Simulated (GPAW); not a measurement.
# Er (Im-3m) in GPAW: single point with PBE

Aim: the single point of Er with PBE.

All numbers are computed with GPAW 26.7.0; they aren't measurements. Logs are shortened: lines on timing, memory, paths and dates and some standing lists are left out, and cuts for length are marked. The log counts tension as positive stress, the text compression.

### Step 1. The structure

It takes space group Im-3m (No. 229, cubic). The conventional cell has a = 3.956 Å, b = 3.956 Å, c = 3.956 Å, α = 90.00°, β = 90.00°, γ = 90.00°. Er (site symmetry m-3m) is surrounded by 8 Er at 3.43 Å.

This isn't the form of Er at room conditions, which is hcp.

### Step 2. Single point, PBE, collinear spin, ferromagnetic start

The input, run.py:

```python
from ase import Atoms
from ase.dft.bandgap import bandgap
from ase.io import write
from ase.units import GPa
from gpaw import GPAW, PW

atoms = Atoms(['Er'],
              cell=[[-1.9779384575, 1.9779384575, 1.9779384575],
                    [1.9779384575, -1.9779384575, 1.9779384575],
                    [1.9779384575, 1.9779384575, -1.9779384575]],
              scaled_positions=[[0.0, 0.0, 0.0]],
              pbc=True)
atoms.set_initial_magnetic_moments([4.5])

calc = GPAW(mode=PW(800),
            xc='PBE',
            kpts={'size': (9, 9, 9), 'gamma': True},
            occupations={'name': 'fermi-dirac', 'width': 0.05},
            nbands=23,
            convergence={'density': 1e-05, 'energy': 1e-05},
            maxiter=150,
            txt='gpaw.txt')
atoms.calc = calc
energy = atoms.get_potential_energy()
forces = atoms.get_forces()
stress = atoms.get_stress()
calc.write('gs.gpw')
write('result.traj', atoms)
print(f'Energy: {energy:.6f} eV')
print('Forces (eV/A):')
print(forces.round(4))
print('Stress (GPa):', (stress / GPa).round(3))
print('Moments:', calc.get_magnetic_moments().round(3))
print('Fermi level:', round(calc.get_fermi_level(), 4), 'eV')
print(f'Gap: {bandgap(calc)[0]:.4f} eV, direct: {bandgap(calc, direct=True)[0]:.4f} eV')
```

Potentials or basis: GPAW PAW data sets (gpaw-data 1.2.1), pw.

Started as:

```sh
$ OMP_NUM_THREADS=1 python run.py
```

gpaw.txt:

```text
__  _  _
 | _ |_)|_||  |
 |__||  | ||/\| - 26.7.0

Input parameters:
  mode=PW(ecut=800.0),
  convergence={'density': 1e-05, 'energy': 1e-05},
  kpts=MonkhorstPack(size=(9, 9, 9), gamma=True),
  maxiter=150,
  nbands=23,
  occupations=Occupations(name='fermi-dirac', width=0.05),
  xc=XC(name='PBE')

Diagonalizing LCAO Hamiltonian
Converting LCAO to pw mode

       Er

Atoms  # Å, Bohr magnetons
|   | symbol |        x |        y |        z |    initial magnetic moments |
|---|--------|----------|----------|----------|-----------------------------|
| 0 |     Er | 0.000000 | 0.000000 | 0.000000 | ( 0.0000,  0.0000,  4.5000) |

Unit cell  # Å
| periodic |         x |         y |         z |  lengths |     angles |
|----------|-----------|-----------|-----------|----------|------------|
|      yes | -1.977938 |  1.977938 |  1.977938 | 3.425890 | 109.471221 |
|      yes |  1.977938 | -1.977938 |  1.977938 | 3.425890 | 109.471221 |
|      yes |  1.977938 |  1.977938 | -1.977938 | 3.425890 | 109.471221 |

Number of symmetries: 48
Symmetry operations  # r_c * U_cc + t_c -> r_c
|    | kind |            matrix            |
|----|------|------------------------------|
|  0 |  σ   |  1, 1, 1,  0, 0,-1,  0,-1, 0 |
|  1 |  C4  |  1, 1, 1,  0, 0,-1, -1, 0, 0 |
|  2 |  C2  |  1, 1, 1,  0,-1, 0,  0, 0,-1 |
|  3 |  S6  |  1, 1, 1,  0,-1, 0, -1, 0, 0 |
|  4 |  S6  |  1, 1, 1, -1, 0, 0,  0, 0,-1 |
|  5 |  C4  |  1, 1, 1, -1, 0, 0,  0,-1, 0 |
|  6 |  E   |  1, 0, 0,  0, 1, 0,  0, 0, 1 |
|  7 |  σ   |  1, 0, 0,  0, 1, 0, -1,-1,-1 |
|  8 |  σ   |  1, 0, 0,  0, 0, 1,  0, 1, 0 |
|  9 |  C3  |  1, 0, 0,  0, 0, 1, -1,-1,-1 |
| 10 |  C3  |  1, 0, 0, -1,-1,-1,  0, 1, 0 |
| 11 |  σ   |  1, 0, 0, -1,-1,-1,  0, 0, 1 |
| 12 |  σ   |  0, 1, 0,  1, 0, 0,  0, 0, 1 |
| 13 |  C2  |  0, 1, 0,  1, 0, 0, -1,-1,-1 |
| 14 |  C3  |  0, 1, 0,  0, 0, 1,  1, 0, 0 |
| 15 |  S4  |  0, 1, 0,  0, 0, 1, -1,-1,-1 |
| 16 |  S4  |  0, 1, 0, -1,-1,-1,  1, 0, 0 |
| 17 |  C3  |  0, 1, 0, -1,-1,-1,  0, 0, 1 |
| 18 |  C3  |  0, 0, 1,  1, 0, 0,  0, 1, 0 |
| 19 |  S4  |  0, 0, 1,  1, 0, 0, -1,-1,-1 |
| 20 |  σ   |  0, 0, 1,  0, 1, 0,  1, 0, 0 |
| 21 |  C3  |  0, 0, 1,  0, 1, 0, -1,-1,-1 |
| 22 |  C2  |  0, 0, 1, -1,-1,-1,  1, 0, 0 |
| 23 |  S4  |  0, 0, 1, -1,-1,-1,  0, 1, 0 |
| 24 |  C4  |  0, 0,-1,  1, 1, 1,  0,-1, 0 |
| 25 |  σ   |  0, 0,-1,  1, 1, 1, -1, 0, 0 |
| 26 |  S6  |  0, 0,-1,  0,-1, 0,  1, 1, 1 |
| 27 |  C2  |  0, 0,-1,  0,-1, 0, -1, 0, 0 |
| 28 |  C4  |  0, 0,-1, -1, 0, 0,  1, 1, 1 |
| 29 |  S6  |  0, 0,-1, -1, 0, 0,  0,-1, 0 |
| 30 |  S6  |  0,-1, 0,  1, 1, 1,  0, 0,-1 |
| 31 |  C4  |  0,-1, 0,  1, 1, 1, -1, 0, 0 |
| 32 |  C4  |  0,-1, 0,  0, 0,-1,  1, 1, 1 |
| 33 |  S6  |  0,-1, 0,  0, 0,-1, -1, 0, 0 |
| 34 |  σ   |  0,-1, 0, -1, 0, 0,  1, 1, 1 |
| 35 |  C2  |  0,-1, 0, -1, 0, 0,  0, 0,-1 |
| 36 |  C2  | -1, 0, 0,  1, 1, 1,  0, 0,-1 |
| 37 |  S6  | -1, 0, 0,  1, 1, 1,  0,-1, 0 |
| 38 |  S6  | -1, 0, 0,  0, 0,-1,  1, 1, 1 |
| 39 |  C2  | -1, 0, 0,  0, 0,-1,  0,-1, 0 |
| 40 |  C2  | -1, 0, 0,  0,-1, 0,  1, 1, 1 |
| 41 |  i   | -1, 0, 0,  0,-1, 0,  0, 0,-1 |
| 42 |  S4  | -1,-1,-1,  1, 0, 0,  0, 1, 0 |
| 43 |  C3  | -1,-1,-1,  1, 0, 0,  0, 0, 1 |
| 44 |  C3  | -1,-1,-1,  0, 1, 0,  1, 0, 0 |
| 45 |  σ   | -1,-1,-1,  0, 1, 0,  0, 0, 1 |
| 46 |  S4  | -1,-1,-1,  0, 0, 1,  1, 0, 0 |
| 47 |  C2  | -1,-1,-1,  0, 0, 1,  0, 1, 0 |

BZ-sampling:
  Number of BZ points: 729
  Number of IBZ points: 35

  Monkhorst-Pack size: [9, 9, 9]
  Monkhorst-Pack shift: [0, 0, 0]

K-points  # in reciprocal-cell coordinates
|     |                                coordinates |     weight |
|-----|--------------------------------------------|------------|
|   0 | (  0.00000000,   0.00000000,   0.00000000) | 0.00137174 |
|   1 | (  0.11111111,   0.00000000,   0.00000000) | 0.01646091 |
|   2 | (  0.11111111,   0.11111111,  -0.11111111) | 0.00823045 |
|   3 | (  0.22222222,   0.00000000,  -0.11111111) | 0.03292181 |
|   4 | (  0.22222222,   0.00000000,   0.00000000) | 0.01646091 |
|   5 | (  0.22222222,   0.11111111,  -0.11111111) | 0.03292181 |
|   6 | (  0.22222222,   0.22222222,  -0.22222222) | 0.00823045 |
|   7 | (  0.33333333,  -0.11111111,  -0.11111111) | 0.01097394 |
|   8 | (  0.33333333,   0.00000000,  -0.11111111) | 0.06584362 |
|   9 | (  0.33333333,   0.00000000,   0.00000000) | 0.01646091 |
| ... |                                            |            |
|  34 | (  0.44444444,   0.44444444,   0.44444444) | 0.01097394 |

Plane wave coefficients: 1606
Cutoff: 800.0 eV

Spin-components: 2 (collinear spins)
Bands:           23
Projectors:      8
Spin-degeneracy: 1
Datatype:        complex128

Parallelization:
  kpt:    1
  domain: 1
  band:   1

Density:
  Valence electrons: 22.0
  Components: 2
  Grid points: [24 24 24]
  Charge: 0.0  # |e|

Potential:
  Grid points: [24 24 24]

species:
  Er:
    name:    Erbium
    Z:       68.0
    valence: 22
    core:    46
    charge:  0.0  # [|e|]
    compensation charges:
      type: gauss
      rc: 0.35  # [Å]
      lmax: 2
    cutoffs:
      filter: 1.16  # [Å]
      core: 1.71  # [Å]
    projectors
    | kind |    occ | energy [eV] | rcut [Å] |
    |------|--------|-------------|----------|
    |   5s |  2.000 |     -51.863 |    1.164 |
    |   6s |  2.000 |      -3.832 |    1.164 |
    |   5p |  6.000 |     -26.385 |    1.164 |
    |   6p |  0.000 |      -1.134 |    1.164 |
    |   5d |  0.000 |      -0.915 |    1.164 |
    |   4f | 12.000 |      -3.131 |    1.164 |
    |    d |        |      26.296 |    1.164 |
    |    f |        |      24.080 |    1.164 |

    Using partial waves for Er as LCAO basis

Reference energy: -356096.829707  # eV

eigensolver:
  PPCG
  Converge bands: occupied
  niter=2

density mixing:
  MSR1-Mixer
  Pratt-step length: 0.05
  Maximum mixing coefficient: 0.75
  Old densities: 10
  SVD Regularization: 0.005
  Good broyden scale: 1.0
  Trust region scale: 1.0
  Backstep threshold: 4.0
  History deletion threshold: 6.0
  Fourier metric: weight=20.0, sigma=0.015

occupation numbers:
  Fermi-Dirac:
    width: 0.0500  # eV

poisson solver:
  ecut: 6400.0  # eV

xc functional:
  name: PBE with 2 nearest neighbor stencil

convergence criteria:
- Maximum integral of absolute [dens]ity change: 1e-05 electrons / valence electron
- Maximum [total energy] change in last 3 cyles: 1e-05 eV / valence electron
- Maximum integral of absolute [eigenst]ate change: 4e-08 eV^2 / valence electron
maximum number of iterations: 150

SCF iterations
|iter     | |      energy | eigst |  dens |  magmom |
|---------|-|-------------|-------|-------|---------|
|iter:   1| |  -59.903249 | +0.50 |       |  +4.1055|
|iter:   2| |  -40.694650 | -1.25 | -0.27 |  +3.9002|
|iter:   3| | -232.019544 | +0.79 | -0.30 |  +1.3321|
|iter:   4| |   -6.988038 | +1.32 | +0.04 |  +1.1923|
|iter:   5| |   -9.752077 | -0.23 | -0.35 |  +2.4059|
|iter:   6| |   -2.372285 | -0.70 | -0.48 |  +1.7035|
|iter:   7| |   -2.343095 | -2.18 | -1.00 |  +1.9052|
|iter:   8| |   -2.992676 | -1.80 | -1.37 |  +1.8636|
|iter:   9| |   -3.049314 | -4.10 | -0.71 |  +1.8502|
|iter:  10| |   -3.093498 | -4.91 | -0.69 |  +1.8405|
|iter:  11| |   -3.128322 | -5.17 | -0.67 |  +1.8333|
|iter:  12| |   -3.751634 | -1.12 | -0.66 |  +2.1366|
|iter:  13| |   -2.453310 | -1.39 | -0.76 |  +1.9511|
|iter:  14| |   -2.425780 | -2.84 | -1.17 |  +2.0909|
|iter:  15| |   -2.447457 | -3.42 | -1.57 |  +2.2048|
|iter:  16| |   -2.447067 | -4.89 | -1.65 |  +2.1861|
|iter:  17| |   -2.436801 | -3.50 | -1.70 |  +2.1662|
|iter:  18| |   -2.436275 | -4.35 | -2.34 |  +2.1726|
|iter:  19| |   -2.436310 | -6.03 | -2.68 |  +2.1829|
|iter:  20| |   -2.436201c| -5.65 | -2.84 |  +2.1893|
|iter:  21| |   -2.436248c| -6.82 | -3.68 |  +2.1902|
|iter:  22| |   -2.436214c| -7.72c| -3.65 |  +2.1905|
|iter:  23| |   -2.436209c| -7.90c| -3.96 |  +2.1915|
|iter:  24| |   -2.436208c| -8.49c| -4.96 |  +2.1916|
|iter:  25| |   -2.436207c| -8.18c| -5.17c|  +2.1917|

Converged in 25 steps
Energy contributions relative to reference atoms: (reference = -356096.829707)

Energy contributions:
  Kinetic:         -44.053454
  Coulomb:          41.421028
  Zero:              0.694578
  External:          0.000000
  Xc:               -0.419890
  Entropy:          -0.156938
  Spinorbit:         0.000000
  ----------------------------
  Free energy:      -2.514676
  Extrapolated:     -2.436207

dipole moment: (-9.783545, -9.783545, -9.783545)  # |e|*Ang

Total magnetic moment: (0.000000, 0.000000, 2.191694)

Local magnetic moments
|        x |        y |        z |
|----------|----------|----------|
| 0.000000 | 0.000000 | 2.308745 |  # Er   0

Fermi level: 8.180
Eigenvalues  # (at kpt = [0.000, 0.000, 0.000])
| band index |      eig [eV] | occ [0-1] |      eig [eV] | occ [0-1] |
|------------|---------------|-----------|---------------|-----------|
|          0 |       -40.930 |     1.000 |       -39.944 |     1.000 |
|        ... |               |           |               |           |
|          2 |       -14.735 |     1.000 |       -14.041 |     1.000 |
|          3 |       -14.735 |     1.000 |       -14.041 |     1.000 |
|          4 |         2.973 |     1.000 |         2.895 |     1.000 |
|          5 |         6.258 |     1.000 |         7.996 |     0.975 |
|          6 |         6.258 |     1.000 |         7.996 |     0.975 |
|          7 |         6.258 |     1.000 |         7.996 |     0.975 |
[... 8 lines left out ...]
|         16 |        13.096 |     0.000 |        13.251 |     0.000 |
|         17 |        19.694 |     0.000 |        19.610 |     0.000 |
|        ... |               |           |               |           |
|         22 |        28.177 |     0.000 |        28.266 |     0.000 |

No gap
No difference between direct/indirect transitions

Forces  # eV/Ang
|       x |       y |       z |
|---------|---------|---------|
| 0.00000 | 0.00000 | 0.00000 |  # Er   0

Stress tensor  # eV/Ang^3
|         x |         y |         z |
|-----------|-----------|-----------|
| -0.014702 |  0.000000 |  0.000000 |
|  0.000000 | -0.014702 | -0.000000 |
|  0.000000 | -0.000000 | -0.014702 |

# Writing to gs.gpw (mode='')
```

Wall time 63 s (1 thread of Intel Xeon 6975P-C (Granite Rapids), shared host); peak memory 0.22 GiB.

What came out:

* Free energy: -2.5147 eV
* Pressure: 2.4 GPa
* Band gap on the k mesh: none (metal or under the smearing width)
* Net moment: 2.19 μB per cell
* Site moments: Er +2.31 μB

Levels at points of the mesh, in eV from the Fermi level:
Spin up:
```
           k point  band 9  band 10  band 11  band 12  band 13  band 14  band 15  band 16
(0.00, 0.00, 0.00)   -1.84    -1.84    -1.84    -1.63     2.74     2.74     2.74     4.92
```
Spin down:
| k point | band 7 | band 8 | band 9 | band 10 | band 11 | band 12 | band 13 | band 14 |
| --- | --- | --- | --- | --- | --- | --- | --- | --- |
| (0.00, 0.00, 0.00) | -0.18 | -0.18 | 0.04 | 0.04 | 0.04 | 0.09 | 2.86 | 2.86 |

Caveat: one-centre terms of the f shell are cut off; the magnetic or orbital state may not be the lowest; spin-orbit coupling is left out, which moves the levels of the heavy elements.
